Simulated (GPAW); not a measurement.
Input of a GPAW 26.7.0 run:

Contents of run.py:

```python
from ase import Atoms
from ase.dft.bandgap import bandgap
from ase.io import write
from ase.units import Bohr, GPa
from gpaw import GPAW, PW
from gpaw.elf import elf_from_dft_calculation

atoms = Atoms(['Si', 'Si', 'Si', 'N', 'N', 'N', 'N'],
              cell=[[4.13078, 0.0, 0.0],
                    [0.0, 4.13078, 0.0],
                    [0.0, 0.0, 4.13078]],
              scaled_positions=[[0.0, 0.0, 0.5],
                                [0.5, 0.0, 0.0],
                                [0.0, 0.5, 0.0],
                                [0.23952, 0.23952, 0.76048],
                                [0.76048, 0.76048, 0.76048],
                                [0.23952, 0.76048, 0.23952],
                                [0.76048, 0.23952, 0.23952]],
              pbc=True)

calc = GPAW(mode=PW(800),
            xc='PBE',
            kpts={'size': (7, 7, 7), 'gamma': True},
            occupations={'name': 'fermi-dirac', 'width': 0.05},
            nbands=31,
            convergence={'density': 1e-05, 'energy': 1e-05},
            maxiter=150,
            txt='gpaw.txt')
atoms.calc = calc
energy = atoms.get_potential_energy()
forces = atoms.get_forces()
stress = atoms.get_stress()
calc.write('gs.gpw')
write('result.traj', atoms)
print(f'Energy: {energy:.6f} eV')
print('Forces (eV/A):')
print(forces.round(4))
print('Stress (GPa):', (stress / GPa).round(3))
print('Fermi level:', round(calc.get_fermi_level(), 4), 'eV')
print(f'Gap: {bandgap(calc)[0]:.4f} eV, direct: {bandgap(calc, direct=True)[0]:.4f} eV')

# fields on the real-space grid
write('density.cube', atoms, data=calc.get_pseudo_density() * Bohr**3)
write('potential.cube', atoms, data=calc.get_electrostatic_potential())
write('elf.cube', atoms, data=elf_from_dft_calculation(calc).data)
```

Potentials or basis: GPAW PAW data sets (gpaw-data 1.2.1), pw.

Command:

```sh
$ OMP_NUM_THREADS=1 python run.py
```

What does it give for the pressure?

1.7 GPa.

Estimate the band gap on the k mesh.

2.73 eV, indirect (least direct gap 2.92 eV).

What does it give for the largest force?

0.132 eV/Å.

Forces on the atoms (eV/Å):
```
Si   0.000  0.000  0.000
Si   0.000  0.000  0.000
Si   0.000  0.000  0.000
N    0.076  0.076 -0.076
N   -0.076 -0.076 -0.076
N    0.076 -0.076  0.076
N   -0.076  0.076  0.076
```

Caveat: an odd mesh through Γ misses points on the zone boundary, where band edges often lie.
